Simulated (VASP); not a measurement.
# CoSi (Pm-3m) in VASP: further runs

One crystal, CoSi, is run at these levels: PBEsol; tasks: single point.

Program: VASP 6.6.1. These are calculated values, not measurements. Logs are shortened: lines on timing, memory, paths and dates and some standing lists are left out, and cuts for length are marked.

## Step 1: The structure

The structure is cubic, space group Pm-3m (No. 221). The conventional cell has a = 2.781 Å, b = 2.781 Å, c = 2.781 Å, α = 90.00°, β = 90.00°, γ = 90.00°. Around Co (site symmetry m-3m) lie 8 Si at 2.41 Å. Si (site symmetry m-3m) is surrounded by 8 Co at 2.41 Å.

Measurements of this composition are mostly on another form, of space group No. 198.

## Step 2: Single point, PBEsol, collinear spin, ferromagnetic start

INCAR reads:

```
ADDGRID = False
ALGO = Normal
EDIFF = 1E-7
ENCUT = 400
GGA = PS
ISIF = 2
ISMEAR = 1
ISPIN = 2
LASPH = True
LCHARG = False
LMAXMIX = 4
LORBIT = 11
LREAL = False
LWAVE = False
MAGMOM = 2 0
NELM = 100
PREC = Accurate
SIGMA = 0.15
```

KPOINTS reads:

```
k-points
0
Gamma
  15 15 15
```

POSCAR reads:

```
CoSi
1.0
    2.7813340000      0.0000000000      0.0000000000
    0.0000000000      2.7813340000      0.0000000000
    0.0000000000      0.0000000000      2.7813340000
Co Si
1 1
Direct
    0.0000000000      0.0000000000      0.0000000000
    0.5000000000      0.5000000000      0.5000000000
```

Potentials or basis: VASP PAW PBE potentials, release 64 (Co, Si).

Launch:

```
$ cat potpaw_PBE.64/Co/POTCAR potpaw_PBE.64/Si/POTCAR > POTCAR
$ mpirun -np 1 vasp_std > vasp.out
```

OUTCAR:

```text
EDIFF = 1E-7
   ENCUT = 400
   GGA = PS
   ISIF = 2
   ISMEAR = 1
   ISPIN = 2
   LASPH = True
   LORBIT = 11
   LREAL = False
   NELM = 100
   PREC = Accurate

 Found    120 irreducible k-points:

 Following reciprocal coordinates:
            Coordinates               Weight
  0.000000  0.000000  0.000000      1.000000
  0.066667  0.000000  0.000000      6.000000
  0.133333  0.000000  0.000000      6.000000
  0.200000  0.000000  0.000000      6.000000
  0.266667  0.000000  0.000000      6.000000
  0.333333  0.000000  0.000000      6.000000
   k-points           NKPTS =    120   k-points in BZ     NKDIM =    120   number of bands    NBANDS=     11
   number of dos      NEDOS =    301   number of ions     NIONS =      2
   total plane-waves  NPLWV =   5832
   dimension x,y,z NGX =    18 NGY =   18 NGZ =   18
   dimension x,y,z NGXF=    36 NGYF=   36 NGZF=   36
   ions per type =               1   1
   NGX,Y,Z   is equivalent  to a cutoff of  10.76, 10.76, 10.76 a.u.
   NGXF,Y,Z  is equivalent  to a cutoff of  21.52, 21.52, 21.52 a.u.
 SYSTEM =  unknown system
   PREC   = accura    normal or accurate (medium, high low for compatibility)
   ISTART =      0    job   : 0-new  1-cont  2-samecut
   ICHARG =      2    charge: 1-file 2-atom 10-const
   ISPIN  =      2    spin polarized calculation?
   LNONCOLLINEAR =      F non collinear calculations
   LSORBIT =      F    spin-orbit coupling
   LASPH  =      T    aspherical Exc in radial PAW
   ENCUT  =  400.0 eV  29.40 Ry    5.42 a.u.   4.54  4.54  4.54*2*pi/ulx,y,z
   NELM   =    100;   NELMIN=  2; NELMDL= -5     # of ELM steps
   EDIFF  = 0.1E-06   stopping-criterion for ELM
   LREAL  =      F    real-space projection
   EDIFFG = 0.1E-05   stopping-criterion for IOM
   NSW    =      0    number of steps for IOM
   IBRION =     -1    ionic relax: 0-MD 1-quasi-New 2-CG
   NFREE  =      0    steps in history (QN), initial steepest desc. (CG)
   ISIF   =      2    stress and relaxation
   ISYM   =      2    0-nonsym 1-usesym 2-fastsym
   POTIM  = 0.5000    time-step for ionic-motion
   TEBEG  =    0.0;   TEEND  =   0.0 temperature during run
   PSTRESS=    0.0 pullay stress
   NELECT =      13.0000    total number of electrons
   NUPDOWN=      -1.0000    fix difference up-down
   EMIN   =  10.00;   EMAX   =-10.00  energy-range for DOS
   EFERMI =   0.00;   METHOD = LEGACY
   ISMEAR =     1;   SIGMA  =   0.15  broadening in eV -4-tet -1-fermi 0-gaus
   EFERMI_NEDOS =   21; number of points for ismear=-14 and -15
   IALGO  =     38    algorithm
   IMIX   =      4    mixing-type and parameters
     AMIX     =   0.40;   BMIX     =  1.00
     AMIX_MAG =   1.60;   BMIX_MAG =  1.00
  volume/ion in A,a.u.               =      10.76        72.60
  Fermi-wavevector in a.u.,A,eV,Ry     =   1.384000  2.615381 26.061367  1.915456
  Thomas-Fermi vector in A             =   2.508545
   LORBIT       =     11    0 simple, 1 ext, 2 COOP (PROOUT), +10 PAW based schemes
   GGA     = PS    functional components
   LHFCALC =     F    Hartree Fock is set to
   AEXX    =    0.0000 exact exchange contribution
   IVDW    =     0    specifies the selected vdW correction
   LEPSILON=     F    determine dielectric tensor
   LRPA    =     F    only Hartree local field effects (RPA)
 spin polarized calculation
 Methfessel and Paxton  Order N= 1 SIGMA  =   0.15
  energy-cutoff  :      400.00
  volume of cell :       21.52
 maximum number of plane-waves:       405
   NGX =  9   NGY =  9   NGZ =  9

 number of electron      13.0000007 magnetization       0.5332455

 Free energy of the ion-electron system (eV)
  ---------------------------------------------------
  ext. energy  EPLUGINS =         0.00000000
  ---------------------------------------------------
  free energy    TOTEN  =       -14.53627508 eV

  energy without entropy =      -14.53303547  energy(sigma->0) =      -14.53519521

 E-fermi :  12.7343     XC(G=0): -13.0481

 val. band max:       12.7240248225   @ k =   0.3333   0.0000   0.0000
 cond. band min:      12.7346305294   @ k =   0.4667   0.2000   0.0000
 fundamental gap:      0.0106057069
 Fermi energy:        12.7343179219

 spin component 1

 k-point     1 :       0.0000    0.0000    0.0000
  band No.  band energies     occupation
      1      -1.5259      1.00000
      2       8.6040      1.00000
      3       8.6040      1.00000
      4      11.1595      1.00000
      5      11.1595      1.00000
      6      11.1595      1.00000
      7      15.7102     -0.00000
      8      15.7102     -0.00000
      9      15.7102     -0.00000
     10      20.1917      0.00000
     11      20.1917      0.00000

 k-point     2 :       0.0667    0.0000    0.0000
  band No.  band energies     occupation
      1      -1.4402      1.00000
      2       8.5637      1.00000
      3       8.6325      1.00000
      4      11.0832      1.00000
      5      11.0832      1.00000
      6      11.1659      1.00000
      7      15.1157     -0.00000
      8      15.8596      0.00000
      9      15.8596      0.00000
     10      20.1648      0.00000
     11      20.7441      0.00000

 k-point     3 :       0.1333    0.0000    0.0000
  band No.  band energies     occupation
      1      -1.1845      1.00000
      2       8.4003      1.00000
      3       8.7146      1.00000
      4      10.8854      1.00000
      5      10.8854      1.00000
      6      11.1838      1.00000
      7      13.9689     -0.00000
      8      16.2783      0.00000
      9      16.2783      0.00000
     10      20.0854      0.00000
     11      21.7156      0.00000

 k-point     4 :       0.2000    0.0000    0.0000
  band No.  band energies     occupation
      1      -0.7628      1.00000
      2       7.9927      1.00000
      3       8.8396      1.00000
      4      10.6303      1.00000
      5      10.6303      1.00000
      6      11.2105      1.00000
      7      12.9453     -0.03153
      8      16.9057      0.00000
      9      16.9057      0.00000
     10      19.9607      0.00000
     11      22.5033      0.00000

 k-point     5 :       0.2667    0.0000    0.0000
  band No.  band energies     occupation
      1      -0.1830      1.00000
      2       7.2356      1.00000
      3       8.9889      1.00000
      4      10.3745      1.00000
      5      10.3745      1.00000
      6      11.2410      1.00000
      7      12.3184      1.00031
      8      17.6896      0.00000
      9      17.6896      0.00000
     10      19.8035      0.00000
     11      23.1224      0.00000

 k-point     6 :       0.3333    0.0000    0.0000
  band No.  band energies     occupation
      1       0.5409      1.00000
      2       6.1950      1.00000
      3       9.1384      1.00000
      4      10.1566      1.00000
      5      10.1566      1.00000
      6      11.2707      1.00000
      7      12.0633      1.00000
      8      18.5939      0.00000
      9      18.5939      0.00000
     10      19.6384      0.00000
     11      23.6982      0.00000

 [... further k-points ...]

 spin component 2

 k-point     1 :       0.0000    0.0000    0.0000
  band No.  band energies     occupation
      1      -1.5042      1.00000
      2       9.1422      1.00000
      3       9.1422      1.00000
      4      11.5358      1.00000
      5      11.5358      1.00000
      6      11.5358      1.00000
      7      15.7336     -0.00000
      8      15.7336     -0.00000
      9      15.7336     -0.00000
     10      20.4410      0.00000
     11      20.4410      0.00000

 k-point     2 :       0.0667    0.0000    0.0000
  band No.  band energies     occupation
      1      -1.4185      1.00000
      2       9.0822      1.00000
      3       9.1741      1.00000
      4      11.4522      1.00000
      5      11.4522      1.00000
      6      11.5424      1.00000
      7      15.2008     -0.00000
      8      15.8896      0.00000
      9      15.8896      0.00000
     10      20.4055      0.00000
     11      20.9549      0.00000

 k-point     3 :       0.1333    0.0000    0.0000
  band No.  band energies     occupation
      1      -1.1628      1.00000
      2       8.8514      1.00000
      3       9.2660      1.00000
      4      11.2384      1.00000
      5      11.2384      1.00000
      6      11.5613      1.00000
      7      14.1793     -0.00000
      8      16.3227      0.00000
      9      16.3227      0.00000
     10      20.3007      0.00000
     11      21.8781      0.00000

 k-point     4 :       0.2000    0.0000    0.0000
  band No.  band energies     occupation
      1      -0.7412      1.00000
      2       8.3239      1.00000
      3       9.4066      1.00000
      4      10.9669      1.00000
      5      10.9669      1.00000
      6      11.5893      1.00000
      7      13.3219     -0.00000
      8      16.9642      0.00000
      9      16.9642      0.00000
     10      20.1359      0.00000
     11      22.6341      0.00000

 k-point     5 :       0.2667    0.0000    0.0000
  band No.  band energies     occupation
      1      -0.1613      1.00000
      2       7.4387      1.00000
      3       9.5757      1.00000
      4      10.6982      1.00000
      5      10.6982      1.00000
      6      11.6214      1.00000
      7      12.8620     -0.00206
      8      17.7585      0.00000
      9      17.7585      0.00000
     10      19.9287      0.00000
     11      23.2293      0.00000

 k-point     6 :       0.3333    0.0000    0.0000
  band No.  band energies     occupation
      1       0.5628      1.00000
      2       6.3145      1.00000
      3       9.7466      1.00000
      4      10.4712      1.00000
      5      10.4712      1.00000
      6      11.6526      1.00000
      7      12.7240      0.55792
      8      18.6700      0.00000
      9      18.6700      0.00000
     10      19.7114      0.00000
     11      23.7827      0.00000

 [... further k-points ...]

------------------------ aborting loop because EDIFF is reached ----------------------------------------

  FORCE on cell =-STRESS in cart. coord.  units (eV):
  Direction    XX          YY          ZZ          XY          YZ          ZX
  --------------------------------------------------------------------------------------
  -------------------------------------------------------------------------------------
  Total       -0.9085303     -0.9085303     -0.9085303     -0.0000000      0.0000000      0.0000000
  in kB      -67.6535424    -67.6535424    -67.6535424     -0.0000000      0.0000000      0.0000000
  external PRESSURE =     -67.6535424 kB  Pullay stress =       0.0000000 kB

 VOLUME and BASIS-vectors are now :
 -----------------------------------------------------------------------------
  energy-cutoff  :      400.00
  volume of cell :       21.52
      direct lattice vectors                 reciprocal lattice vectors
     2.781334000  0.000000000  0.000000000     0.359539703  0.000000000  0.000000000
     0.000000000  2.781334000  0.000000000     0.000000000  0.359539703  0.000000000
     0.000000000  0.000000000  2.781334000     0.000000000  0.000000000  0.359539703

 POSITION                                       TOTAL-FORCE (eV/Angst)
 -----------------------------------------------------------------------------------
      0.00000      0.00000      0.00000         0.000000      0.000000      0.000000
      1.39067      1.39067      1.39067         0.000000      0.000000      0.000000
 -----------------------------------------------------------------------------------
    total drift:                               -0.000000     -0.000000      0.000000

  FREE ENERGIE OF THE ION-ELECTRON SYSTEM (eV)
  ---------------------------------------------------
  free  energy   TOTEN  =       -14.5362750772 eV

  energy  without entropy=      -14.5330354713  energy(sigma->0) =      -14.53519521

 total charge

# of ion       s       p       d       tot
------------------------------------------
    1        0.441   0.593   7.580   8.614
    2        0.710   0.861   0.000   1.570
--------------------------------------------------
tot          1.151   1.454   7.580  10.184

 magnetization (x)

# of ion       s       p       d       tot
------------------------------------------
    1        0.007   0.002   0.520   0.530
    2        0.002   0.010   0.000   0.013
--------------------------------------------------
tot          0.010   0.013   0.520   0.543
```

It took 15 s on 1 thread of Intel Xeon 6975P-C (Granite Rapids), shared host; peak memory 0.15 GiB.

The run converged, but some of its settings lie outside the range that counts as converged, so its numbers aren't taken as properties of the crystal.

What came out:

| Item | Value |
| --- | --- |
| Free energy | -14.5363 eV |
| Pressure | -6.8 GPa |
| Band gap on the k mesh | none (metal or under the smearing width) |
| Net moment | 0.53 μB per cell |
| Site moments | Co +0.53; Si +0.01 μB |
| Valence electrons inside the program's atomic spheres | Co 8.61; Si 1.57 |

Caveat: the PAW data sets were made with another functional, which shifts forces and pressure a little.

## Step 3: Single point, PBEsol, collinear spin, ferromagnetic start

Changes to INCAR since step 2:

```diff
@@ -3,3 +3,3 @@
 EDIFF = 1E-7
-ENCUT = 400
+ENCUT = 450
 GGA = PS
```

KPOINTS is that of step 2.

POSCAR is that of step 2.

Potentials or basis: VASP PAW PBE potentials, release 64 (Co, Si).

Launch:

```
$ cat potpaw_PBE.64/Co/POTCAR potpaw_PBE.64/Si/POTCAR > POTCAR
$ mpirun -np 1 vasp_std > vasp.out
```

Wall time 19 s (1 thread of Intel Xeon 6975P-C (Granite Rapids), shared host); peak memory 0.16 GiB.

These settings aren't checked as converged: the numbers below hold their error.

What came out:

* Free energy: -14.5352 eV
* Pressure: -6.6 GPa
* Band gap on the k mesh: none (metal or under the smearing width)
* Net moment: 0.53 μB per cell
* Site moments: Co +0.53; Si +0.01 μB
* Valence electrons inside the program's atomic spheres: Co 8.62; Si 1.57

Caveat: the PAW data sets were made with another functional, which shifts forces and pressure a little.

## Step 4: Single point, PBEsol, collinear spin, ferromagnetic start

Changes to INCAR since step 3:

```diff
@@ -17,2 +17,2 @@
 PREC = Accurate
-SIGMA = 0.15
+SIGMA = 0.4
```

KPOINTS is that of step 3.

POSCAR is that of step 3.

Launch:

```
$ cat potpaw_PBE.64/Co/POTCAR potpaw_PBE.64/Si/POTCAR > POTCAR
$ mpirun -np 1 vasp_std > vasp.out
```

Run time: 18 s. Hardware: 1 thread of Intel Xeon 6975P-C (Granite Rapids), shared host; peak memory 0.16 GiB.

The run converged, but some of its settings lie outside the range that counts as converged, so its numbers aren't taken as properties of the crystal.

Results:

| Quantity | Value |
| --- | --- |
| Free energy | -14.5442 eV |
| Pressure | -6.6 GPa |
| Band gap on the k mesh | none (metal or under the smearing width) |
| Net moment | 0.51 μB per cell |
| Site moments | Co +0.51; Si +0.01 μB |
| Valence electrons inside the program's atomic spheres | Co 8.62; Si 1.57 |

Caveat: the PAW data sets were made with another functional, which shifts forces and pressure a little.

## Step 5: The reference run

An earlier run on the cell as given: functional PBE; potentials or basis VASP PAW PBE potentials, release 64 (Co, Si); cutoff 520 eV; k mesh 10 × 10 × 10; occupations fermi-dirac, width 0.05 eV; collinear spin, ferromagnetic start; starting moments [2.0, 0.0] μB.

* Pressure: 0.6 GPa
* Band gap on the k mesh: none (metal or under the smearing width)
* Net moment: 0.54 μB per cell
* Site moments: Co +0.54; Si +0.01 μB
* Valence electrons inside the program's atomic spheres: Co 8.61; Si 1.57
